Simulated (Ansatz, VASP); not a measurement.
**Cu: VASP beside Ansatz**

```
CELL_PARAMETERS angstrom
-1.44236 1.44236 1.44236
1.44236 -1.44236 1.44236
1.44236 1.44236 -1.44236
ATOMIC_POSITIONS crystal
Cu 0.00000 0.00000 0.00000
```

Alike in both runs: functional PBE; k mesh 20 × 20 × 20; occupations fermi-dirac, width 0.05 eV; non-collinear spin, spin-orbit coupling.

Ansatz relaxed the structure, and its values are those at the end. VASP's run is a single point on that final structure, the one shown.

|  | VASP | Ansatz |
| --- | --- | --- |
| version | VASP 6.6.1 | Ansatz 0.2.0 |
| potentials or method | VASP PAW PBE potentials, release 64 (Cu), cutoff 520 eV | all-electron LAPW |

```csv
,VASP,Ansatz,Ansatz less VASP
pressure (GPa),0.6,0.0,-0.58
net moment per atom (μB),0.00,0.00,0.000
```

Ansatz ran all-electron here, so the differences hold the error of VASP's frozen core and of both bases.
